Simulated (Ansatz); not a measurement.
We consider cubic perovskite CsPbI3 (cubic high-temperature phase), described by RPBE (Ansatz, an electronic-structure program, plane waves, PAW).

Numerical settings: plane-wave cutoff 520 eV, 6×6×6 k mesh, Fermi–Dirac smearing 0.01 eV, scalar-relativistic PAW data made under PBE.

Properties against volume:

```csv
V (Å³/atom),P (GPa),direct gap at Γ (eV),smallest gap on the k mesh (eV)
52.744,0.87,4.506,1.578
53.866,0.55,4.475,1.634
54.988,0.26,4.445,1.686
56.110,0.00,4.416,1.732
57.232,-0.23,4.386,1.773
58.355,-0.44,4.358,1.810
59.477,-0.62,4.329,1.842
```

The fundamental gap (1.73 eV at the equilibrium volume, with added k points) lies elsewhere than Γ–Γ.

Note: the cell is over a tenth larger than the published one: the level's own overestimate first of all, though another phase or state, or a fault of the published cell, is possible; the relaxation could not lower the start's symmetry, so the cell can be a saddle point above a distorted one.

Spin–orbit coupling is not included; with these elements it can move the gap by several tenths of an eV or more.
